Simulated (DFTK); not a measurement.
## TaN under changes of volume

One of the cells (10.813 Å³/atom); the others are scaled copies at fixed shape and fractional positions:

```xyz
2
Lattice="0.0000 2.2113 2.2113 2.2113 0.0000 2.2113 2.2113 2.2113 0.0000" Properties=species:S:1:pos:R:3 pbc="T T T"
Ta    2.2113    2.2113    2.2113
N     0.0000    0.0000    0.0000
```

The cell comes from a database or a generator and needn't be the stable form of this composition.

```yaml
Program: DFTK 0.8.2
Functional: PBEsol
Potentials_or_basis: dojo.nc.sr.pbesol.v0_4_1.standard.upf (PBEsol)
Cutoff: 1143 eV
k_mesh: 10 × 10 × 10
Occupations: fermi-dirac, width 0.05 eV
Spin: no spin polarisation
```

```tsv
volume (Å³/atom)	energy over the lowest point (meV/atom)	pressure (GPa)
10.164	?	?
10.381	0.00	2.6
10.597	1.53	-4.7
10.813	12.29	-11.1
11.030	31.30	-16.9
11.246	57.69	-22.1
11.462	90.66	-26.7
```

Question: What does the run at 10.164 Å³/atom give?

Answer: Energy over the lowest point 8.79 meV/atom; pressure 10.6 GPa.

Worked out: A Birch-Murnaghan fit of order 3 (a polynomial in V^(-2/3)) to the other rows has its minimum at 10.45 Å³/atom with B0 = V·E''(V) = 354 GPa and B' = 4.3. It gives 8.75 meV/atom at 10.164 Å³/atom, against the run's 8.79, and -dE/dV = 10.6 GPa, against 10.6.

Energies are extrapolated to zero smearing.
